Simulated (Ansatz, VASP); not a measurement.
One calculation of Nb, two programs

INCAR

```
SYSTEM = Nb
ALGO     = Fast           ! electronic algorithm
EDIFF    = 1E-6           ! SCF threshold, eV
EDIFFG   = -0.001         ! ionic threshold
ENCUT    = 600            ! plane-wave cutoff, eV
GGA      = PS             ! functional
IBRION   = 2              ! ionic algorithm
ISIF     = 3              ! what is computed and relaxed
ISMEAR   = -1             ! smearing method
LASPH    = .TRUE.         ! aspherical terms in the spheres
LCHARG   = .FALSE.        ! write CHGCAR
LREAL    = .FALSE.        ! projectors in reciprocal space
LWAVE    = .FALSE.        ! write WAVECAR
NELM     = 100            ! most SCF steps
NSW      = 80             ! ionic steps
PREC     = Accurate       ! precision mode
SIGMA    = 0.15           ! smearing width, eV
```

Contents of KPOINTS:

```
k-points
0
G
  20 20 20
  0 0 0
```

File POSCAR:

```
Nb
1.0
   -1.6362222517      1.6362222517      1.6362222517
    1.6362222517     -1.6362222517      1.6362222517
    1.6362222517      1.6362222517     -1.6362222517
Nb
1
Direct
    0.0000000000      0.0000000000      0.0000000000
```

Input for Ansatz:

```yaml
crystal:
  lattice:
    - [-1.6362222517, 1.6362222517, 1.6362222517]
    - [1.6362222517, -1.6362222517, 1.6362222517]
    - [1.6362222517, 1.6362222517, -1.6362222517]
  atoms:
    - { symbol: Nb, position: [0.0, 0.0, 0.0] }
basis:
  ecutwfc: 420
kpoints:
  mp_grid: { grid: [20, 20, 20] }
hamiltonian:
  xc: pbesol
scf:
  occupations: { method: fermi_dirac, width: 0.15 }
output:
  forces: true
  stress: true
  eigenvalues: true
relax:
  adjacent_minimum: "off"
  f_tol: 0.001
  max_steps: 60
  cell: { stress_tol: 0.01 }
```

Alike in both runs: task relaxation of cell and atoms; functional PBEsol; k mesh 20 × 20 × 20; occupations fermi-dirac, width 0.15 eV; no spin polarisation.

|  | VASP | Ansatz |
| --- | --- | --- |
| version | VASP 6.6.1 | Ansatz 0.2.0 |
| potentials or method | VASP PAW PBE potentials, release 64 (Nb_sv) | scalar-relativistic, plane waves, PAW |
| plane-wave cutoff (eV) | 600 | 420 |
| valence electrons in the cell | 13 | 13 |

Ansatz gave:

| Property | Result |
| --- | --- |
| gap on the k mesh at the Fermi level, each at its own relaxed structure (eV) | none |
| relaxed volume (Å³/atom) | 17.56 |
| relaxed cell length with the largest relative difference (Å) | 2.836 |

Question: Estimate VASP's values.

Answer: gap on the k mesh at the Fermi level, each at its own relaxed structure (eV): none; relaxed volume (Å³/atom): 17.53; relaxed cell length with the largest relative difference (Å): 2.834.

A gap of «none» marks a metal or a gap that the smearing closes.

Caveats: the PAW data sets were made with another functional, which shifts forces and pressure a little (VASP).
